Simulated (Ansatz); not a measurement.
## Boltzmann transport of CoO at constant τ

Level of theory: DFT PBE, scalar-relativistic, plane waves, PAW in Ansatz. Cutoff 420 eV, 12×12×8 k-points (Γ-centred), Gaussian smearing of 0.01 eV. Collinear spin, site moments -2.1, 2.1, 0.2, -0.2 μB.

Equilibrium structure at this level:
```
CELL_PARAMETERS angstrom
3.16739 0.00000 0.00000
-1.58369 2.74304 0.00000
0.00000 0.00000 5.28850
ATOMIC_POSITIONS crystal
Co 0.00000 0.00000 0.00714
Co 0.33333 0.66667 0.50714
O 0.00000 0.00000 0.36786
O 0.33333 0.66667 0.86786
```

Constant relaxation time and rigid bands. The levels are interpolated over the whole zone and filled by a Fermi function at the stated temperature, with the chemical potential set by the electron count. The Kohn–Sham gap on the mesh is 0.15 eV and isn't corrected.

Task: Give the Seebeck coefficient (μV/K; xx, yy, zz) and the conductivity masses (m_e; principal values, sorted) at 300 K against doping (cm⁻³).

Result:
```csv
doping,S,m*
n 1e18,-216 -216 -82,both carriers
n 1e19,-239 -239 -118,both carriers
n 1e20,-303 -303 -284,both carriers
n 1e21,-168 -168 -186,1.14 1.14 4.70
p 1e18,-211 -211 -74,both carriers
p 1e19,-184 -184 -34,both carriers
p 1e20,120 120 247,both carriers
p 1e21,221 221 229,3.13 3.13 6.48
```

This wurtzite form isn't the usual stable structure of the compound.

Cost: 1 run of about 67 core-minutes, on Intel Xeon Processor @ 2.70GHz (shared hosts).